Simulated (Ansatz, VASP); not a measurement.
# Two plane-wave programs on SnSe2

The input INCAR:

```
SYSTEM = SnSe2
  ALGO = Normal
  EDIFF = 1E-6
  ENCUT = 520
  GGA = PE
  ISIF = 2
  ISMEAR = -1
  LASPH = .True.
  LCHARG = .False.
  LREAL = .False.
  LWAVE = .False.
  NBANDS = 20
  NELM = 100
  PREC = Accurate
  SIGMA = 0.02
```

File KPOINTS:

```
k-points
0
Gamma
  12 12 4
  0 0 0
```

The input POSCAR:

```
SnSe2
1.0
    3.8251636844      0.0000000000      0.0000000000
   -1.9125818422      3.3126889243      0.0000000000
    0.0000000000      0.0000000000      6.2270591582
Sn Se
1 2
Direct
    0.0000000000      0.0000000000      0.0000000000
    0.3333333333      0.6666666667      0.2530759000
    0.6666666667      0.3333333333      0.7469241000
```

Input for Ansatz:

```yaml
crystal:
  lattice:
    - [3.8251636844, 0.0, 0.0]
    - [-1.9125818422, 3.3126889243, 0.0]
    - [0.0, 0.0, 6.2270591582]
  atoms:
    - { symbol: Sn, position: [0.0, 0.0, 0.0] }
    - { symbol: Se, position: [0.3333333333, 0.6666666667, 0.2530759] }
    - { symbol: Se, position: [0.6666666667, 0.3333333333, 0.7469241] }
kpoints:
  mp_grid: { grid: [12, 12, 4] }
  band_path:
    path:
      - [[0.0, 0.0, 0.0], [0.5, 1.488465718547e-17, -1.674242395317e-33], [0.3333333333333, 0.3333333333333, -1.395693334029e-33], [0.0, 0.0, 0.0], [3.268071989386e-51, -1.609635567326e-50, 0.5], [0.5, 1.488465718547e-17, 0.5], [0.3333333333333, 0.3333333333333, 0.5], [3.268071989386e-51, -1.609635567326e-50, 0.5]]
      - [[0.5, 1.488465718547e-17, 0.5], [0.5, 1.488465718547e-17, -1.674242395317e-33]]
      - [[0.3333333333333, 0.3333333333333, 0.5], [0.3333333333333, 0.3333333333333, -1.395693334029e-33]]
    npoints: 10
hamiltonian:
  xc: pbe
scf:
  occupations: { method: fermi_dirac, width: 0.02 }
  n_extra_bands: 4
output:
  forces: true
  stress: true
  eigenvalues: true
  write_density: true
  write_potential: true
  elf: true
  volumetric_format: npy
```

Alike in both runs: task single point; functional PBE; k mesh 12 × 12 × 4; occupations fermi-dirac, width 0.02 eV; no spin polarisation.

|  | VASP | Ansatz |
| --- | --- | --- |
| version | VASP 6.6.1 | Ansatz 0.2.0 |
| potentials or method | VASP PAW PBE potentials, release 64 (Sn_d, Se) | plane waves, PAW |
| plane-wave cutoff (eV) | 520 | 420 |
| valence electrons in the cell | 26 | 46 |

```csv
,VASP,Ansatz,Ansatz less VASP
gap on the k mesh at the Fermi level (eV),0.74,0.74,+0.003
pressure (GPa),3.0,2.9,-0.07
largest component of the traceless stress (GPa),0.12,0.11,-0.009
rms of the force components (eV/Å),0.130,0.123,-0.0067
```

Atom by atom the forces differ by 0.007 eV/Å (rms over components). With one functional, cell and mesh, what is left measures potentials, basis and numerics. The two sets of potentials don't hold the same shells in valence.

Caveats: spin-orbit coupling is left out, which moves the levels of the heavy elements; this functional lacks dispersion, which binds the layers, so the pressure and a relaxed spacing across them are unreliable. A k mesh can miss the band edges.
